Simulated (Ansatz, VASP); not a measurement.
Two plane-wave programs on Cs2AgBiBr6

INCAR

```
ALGO = Normal ; EDIFF = 1E-6
ENCUT = 520 ; GGA = PS
ISIF = 2 ; ISMEAR = 0
LASPH = True ; LCHARG = False
LREAL = False ; LWAVE = False
NBANDS = 54 ; NELM = 100
PREC = Accurate ; SIGMA = 0.1
```

The input KPOINTS:

```
k-points
0
Gamma
  4 4 4
```

File POSCAR:

```
Cs2AgBiBr6
1.0
    0.0000000000      5.6161000000      5.6161000000
    5.6161000000      0.0000000000      5.6161000000
    5.6161000000      5.6161000000      0.0000000000
Cs Ag Bi Br
2 1 1 6
Direct
    0.2500000000      0.2500000000      0.2500000000
    0.7500000000      0.7500000000      0.7500000000
    0.5000000000      0.5000000000      0.5000000000
    0.0000000000      0.0000000000      0.0000000000
    0.2505500000      0.7494500000      0.2505500000
    0.2505500000      0.7494500000      0.7494500000
    0.7494500000      0.2505500000      0.7494500000
    0.7494500000      0.2505500000      0.2505500000
    0.2505500000      0.2505500000      0.7494500000
    0.7494500000      0.7494500000      0.2505500000
```

Input for Ansatz:

```yaml
crystal:
  lattice:
    - [0.0, 5.6161, 5.6161]
    - [5.6161, 0.0, 5.6161]
    - [5.6161, 5.6161, 0.0]
  atoms:
    - { symbol: Cs, position: [0.25, 0.25, 0.25] }
    - { symbol: Cs, position: [0.75, 0.75, 0.75] }
    - { symbol: Ag, position: [0.5, 0.5, 0.5] }
    - { symbol: Bi, position: [0.0, 0.0, 0.0] }
    - { symbol: Br, position: [0.25055, 0.74945, 0.25055] }
    - { symbol: Br, position: [0.25055, 0.74945, 0.74945] }
    - { symbol: Br, position: [0.74945, 0.25055, 0.74945] }
    - { symbol: Br, position: [0.74945, 0.25055, 0.25055] }
    - { symbol: Br, position: [0.25055, 0.25055, 0.74945] }
    - { symbol: Br, position: [0.74945, 0.74945, 0.25055] }
basis:
  ecutwfc: 420
kpoints:
  mp_grid: { grid: [4, 4, 4] }
hamiltonian:
  xc: pbesol
scf:
  occupations: { method: gaussian, width: 0.1 }
output:
  forces: true
  stress: true
  eigenvalues: true
```

Alike in both runs: task single point; functional PBEsol; k mesh 4 × 4 × 4; occupations gaussian, width 0.1 eV; no spin polarisation.

|  | VASP | Ansatz |
| --- | --- | --- |
| version | VASP 6.6.1 | Ansatz 0.2.0 |
| potentials or method | VASP PAW PBE potentials, release 64 (Cs_sv, Ag, Bi_d, Br) | scalar-relativistic, plane waves, PAW |
| plane-wave cutoff (eV) | 520 | 420 |
| valence electrons in the cell | 86 | 94 |

VASP gave:

```
gap on the k mesh at the Fermi level (eV) : 1.17
least direct gap on the mesh (eV)         : 2.39
pressure (GPa)                            : 0.0
rms of the force components (eV/Å)        : 0.138
```

Task: Which values does Ansatz return?

Result: gap on the k mesh at the Fermi level (eV): 1.17; least direct gap on the mesh (eV): 2.39; pressure (GPa): 0.0; rms of the force components (eV/Å): 0.135.

Atom by atom the forces differ by 0.003 eV/Å (rms over components). With one functional, cell and mesh, what is left measures potentials, basis and numerics. The two sets of potentials don't hold the same shells in valence.

Caveats: the PAW data sets were made with another functional, which shifts forces and pressure a little (VASP); spin-orbit coupling is left out, which as a rule narrows the gap of such compounds by several tenths of an eV. A k mesh can miss the band edges.
